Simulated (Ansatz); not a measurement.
# Lu_Al in AlN (P6_3mc): charge-transition levels and formation energies, part 2 of 2

Wanted: the transition levels of a substitutional impurity in AlN (P6_3mc), from a cell of 72 host atoms with 1 Al taken out and 1 Lu put in.

Ansatz; place-levels on r2SCAN runs: charge-transition levels and formation energies with image-charge correction and potential alignment at the atomic sites; PAW set soft_1.

So far: The starting structure; What was run first.

## (3) place-levels, r2SCAN

A charged cell interacts with its images and the background, and its potential has another zero than the host's. place-levels removes the first by a point-charge model, screened by the static dielectric constant since the ions have relaxed around the charge, and the second by comparing potentials at atoms far from the defect.

The host is a run of the defect-free crystal in the same cutoffs, grids and k-points, so that basis and sampling errors cancel in part in the differences. The host is run in a cell of 8 atoms on a matching mesh. Its band edges are searched through the zone by a band path, so the gap is smaller than, or equal to, that on the mesh. Chemical potentials are energies per atom of Al (fcc) and Lu (hcp), run with the same functional and cutoff.

Input file levels.point.yaml:

```yaml
host:
  run: host.point.run
states: [qm1_M1.point.run, q0.point.run, qp1_M1.point.run]
geometry_from:
  qm1_M1.point.run: qm1_M1.relax.run
  q0.point.run: q0.relax.run
  qp1_M1.point.run: qp1_M1.relax.run
  host.point.run: host.relax.run
chemical_potentials:
  Al:
    energy: -540.418346
    dataset: <sha256 of the dataset>
  Lu:
    energy: -14744.268682
    dataset: "<sha256 of the dataset>"
epsilon: [4.49, 4.49, 4.72]
static_epsilon: [8.15, 8.15, 9.65]
vertical:
  - { from: qm1_M1.point.run, to: qm1_M1.point_neutral.run }
  - { from: qp1_M1.point.run, to: qp1_M1.point_neutral.run }
```

Command:

```console
> ansatz place-levels levels.point.yaml -- --threads 4 --pin off --max-ram 7536MiB
```

What it wrote:

```text
[... repeated set-up lines and file paths are left out, and long positions are rounded to six places ...]
(+1/0) 0.073 eV beneath the valence edge (-0.292 eV without the band-filling correction), in the valence band
(0/-1) 5.255 eV above the valence edge, in the conduction band
formation energy of charge +1: +1.065 eV with the Fermi level at the valence edge
formation energy of charge 0: +0.992 eV with the Fermi level at the valence edge
formation energy of charge -1: +6.247 eV with the Fermi level at the valence edge
vertical -1 to 0: no energy, since no alignment is typed
  the change from vertical[0].from (qm1_M1.point.run) to vertical[0].to (qm1_M1.point_neutral.run): by its potential at epsilon [4.49, 4.49, 4.72] it stands at 0.668 0.658 0.524, with an rms radius of about 1.6 Å (1.2 1.0 0.6 Å across the planes of the cell's [...]
vertical +1 to 0: no energy, since no alignment is typed
  the change from vertical[1].from (qp1_M1.point.run) to vertical[1].to (qp1_M1.point_neutral.run): by its potential at epsilon [4.49, 4.49, 4.72] it stands at 0.546 0.451 0.428, with an rms radius of about 2.0 Å (1.4 1.3 0.5 Å across the planes of the cell's [...]
  edges by r2scan, gap 4.878 eV; the host is sampled to repeats of 18.64 Å
  the defect's cells are sampled to repeats of 18.64 Å, like sampling
  charge +1: -47634.9970 eV with its correction of +0.619 eV, at epsilon [8.15, 8.15, 9.65], aligned at sites: +0.3558 eV, mean over 33 atomic sites at or beyond 4.66 Å from the host's site at [0.4444, 0.5556, 0.4997] by the defect at [0.4444, 0.5556, [...]
  charge 0: +0.000 eV for its dipole among its images, +0.000 omitted
  charge -1: -47616.1973 eV with its correction of -0.179 eV, at epsilon [8.15, 8.15, 9.65], aligned at sites: +0.4419 eV, mean over 33 atomic sites at or beyond 4.66 Å from the host's site at [0.4444, 0.5556, 0.4997] by the defect at [0.4444, 0.5556, [...]
  of states[2] (qp1_M1.point.run): a band-filling correction moves a carrier to the host's band edge, which changes its energy by -0.218 eV; [...]
  of states[1] (q0.point.run): its displacements don't fall off away from the defect: farther atoms stand 0.013 Å off the host's places. [...]
  of states[0] (qm1_M1.point.run): its displacements don't fall off away from the defect: farther atoms stand 0.022 Å off the host's places. [...]
  of vertical[0].from (qm1_M1.point.run): its displacements don't fall off away from the defect: farther atoms stand 0.022 Å off the host's places. [...]
  of vertical[0].to (qm1_M1.point_neutral.run): its displacements don't fall off away from the defect: farther atoms stand 0.022 Å off the host's places. [...]
  of vertical[1].from (qp1_M1.point.run): its displacements don't fall off away from the defect: farther atoms stand 0.015 Å off the host's places. [...]
  of vertical[1].to (qp1_M1.point_neutral.run): its displacements don't fall off away from the defect: farther atoms stand 0.015 Å off the host's places. [...]
```

Wall time 0.3 s (4 threads of Arm Neoverse V2, shared host).

Levels between the charges placed, in eV above the valence top:

```tsv
	gap (eV)	(+1/0)	(0/−1)
r2SCAN	4.88	-0.07	5.26
```

Corrections by state:

```tsv
charge	moment (μB)	image terms and alignment (eV)	band filling (eV)	ε used	over the lowest of its charge, as the program ranks them, band filling apart (eV)
+1	1.0	0.619	-0.218	principal values (8.15, 8.15, 9.65)	0.000
0	0.0	0.000	-	-	0.000
−1	1.0	-0.179	-	principal values (8.15, 8.15, 9.65)	0.000
```

The charged structures listed were also run neutral, and place-levels reads from each pair, by the potential or the spins, how wide the charge is by which they differ; that can be the carrier of either run.

```tsv
charge	rms radius (Å)	spread where it is widest against the cell (Å)	wide from (Å)	reading
+1	2.0	1.38	1.40	narrow
−1	1.6	1.19	1.40	narrow
```

The neutral runs of these pairs need not share the spin of the lowest neutral state, and very wide values only mean spread over the cell.

From the program's caveats on the states, each cut to its opening words:

- charge +1 (1 μB): a band-filling correction moves a carrier to the host's band edge, which changes its energy by -0.218 eV
- charge +1 (1 μB): its alignment with the host at atomic sites is doubtful: the mean over the far sites moves by -0.0537 eV from their farther parts to their nearer, more than [...]
- charge +1 (1 μB): its displacements don't fall off away from the defect: farther atoms stand 0.015 Å off the host's places
- charge +1 (1 μB), −1 (1 μB): flagged: stability check not made
- charge 0: its displacements don't fall off away from the defect: farther atoms stand 0.013 Å off the host's places
- charge −1 (1 μB): its displacements don't fall off away from the defect: farther atoms stand 0.022 Å off the host's places

The host's formation energy from the elements is -1.627 eV per atom; it sets how far the chemical potentials can move.

Formation energies (eV), Al-rich (Δμ(Al) = 0.00 eV, Δμ(N) = -3.25 eV, Δμ(Lu) = 0.00 eV):

```tsv
charge	Fermi level at the valence top	at the conduction bottom
+1	1.06	5.94
0	0.99	0.99
−1	6.25	1.37
```

Formation energies (eV), N-rich (Δμ(N) = 0.00 eV, Δμ(Al) = -3.25 eV, Δμ(Lu) = 0.00 eV):

```tsv
charge	Fermi level at the valence top	at the conduction bottom
+1	-2.19	2.69
0	-2.26	-2.26
−1	2.99	-1.88
```

## (4) The same at the relaxations' own k-points

The relaxations' own energies give the levels at their sampling, for comparison.

Input file levels.relax_mesh.yaml:

```yaml
host:
  run: host.relax.run
states: [qm1_M1.relax.run, q0.relax.run, qp1_M1.relax.run]
chemical_potentials:
  Al:
    energy: -540.418346
    dataset: <sha256 of the dataset>
  Lu:
    energy: -14744.268682
    dataset: "<sha256 of the dataset>"
```

Command:

```console
> ansatz place-levels levels.relax_mesh.yaml -- --threads 4 --pin off --max-ram 7536MiB
```

What it wrote:

```text
[...]
(0/-1) 5.264 eV above the valence edge, in the conduction band
formation energy of charge +1: +1.155 eV with the Fermi level at the valence edge
formation energy of charge 0: +1.089 eV with the Fermi level at the valence edge
formation energy of charge -1: +6.353 eV with the Fermi level at the valence edge
  edges by r2scan, gap 4.886 eV; the host is sampled to repeats of 13.64 Å
[... the lines on each state left out ...]
```

Elapsed: 0.1 s, on 4 threads.

Levels between neighbouring charges, in eV above the valence top:

```tsv
	gap (eV)	(+1/0)	(0/−1)
one point at (¼, ¼, ¼)	4.89	-0.07	5.26
a 2×2×2 shifted mesh	4.88	-0.07	5.26
```

Going from one point at (¼, ¼, ¼) to a 2×2×2 shifted mesh moves the levels that carry no band-filling term by up to 0.01 eV and formation energies against the elements by up to 0.11 eV; band-filling terms, which differ between samplings, are in these energies.

## (5) Summary of results

```json
{
 "gap of the host": "4.88 eV (r2SCAN)",
 "level (plus 1/0)": "0.07 eV below the valence top (-0.29 eV above the valence top without the band-filling term)",
 "level (0/minus 1)": "5.26 eV above the valence top, past the conduction bottom",
 "lowest of the charges placed, just above the valence top (0.02 eV)": "0",
 "lowest of the charges placed, just below the conduction bottom (0.02 eV)": "0",
 "lowest formation energy at mid-gap of the charges run, Al-rich": "0.99 eV",
 "lowest formation energy at mid-gap of the charges run, N-rich": "-2.26 eV"
}
```

**Reading.** Of the charges placed (−1, 0 and +1), 0 is the lowest from 0.02 eV above the valence top to 0.02 eV below the conduction bottom, a gap of 4.88 eV. States placed: +1 at 1 μB; 0 at 0 μB; −1 at 1 μB. Other spin states or structures, where not listed, weren't placed. The program finds carriers beyond a band edge of the host and adds a band-filling term at charge +1 (-0.22 eV); steps to such a charge show no bound level, and a defect level inside a band would be read the same way. Lu is taken at its element; compounds, which aren't counted here, bound the chemical potentials and would shift these formation energies. The lowest formation energy (N-rich) is negative across the gap, so the defect would form by itself: these chemical potentials lie beyond what competing compounds allow, or the host is unstable against it. Going from one point at (¼, ¼, ¼) to a 2×2×2 shifted mesh moves the levels that carry no band-filling term by up to 0.01 eV and formation energies against the elements by up to 0.11 eV; band-filling terms, which differ between samplings, are in these energies. The program doubts the alignment of potentials for at least one state, a sign that the cell is small. What this leaves open: r2SCAN makes the gap too small and tends to spread out bound carriers; where a gas molecule sets a chemical potential or the host's formation energy, its binding is uncorrected; spin–orbit coupling, which can matter with heavy atoms, is left out; force components of up to 0.11 eV/Å remain in a run at the final settings.

[Logs are printed without paths, hosts, clocks, repeated set-up lines and the standing remarks that a program may print on its own settings, such as how far it seeks lower states.]

[Hosts, paths, dates, database ids (printed as entryN), source tags and the programs' standing remarks are cut or masked in the printed files.]

[Where a table of states has a column of steps, it counts the stored structures, which are thinned; the runs took as many ionic steps or more.]

[A defect's name tells the site on which it was built; relaxed atoms can leave that site.]

[For some hosts the program warned that the k-mesh of the response run may be too coarse for force constants and the static dielectric constant; such warnings are not shown here.]
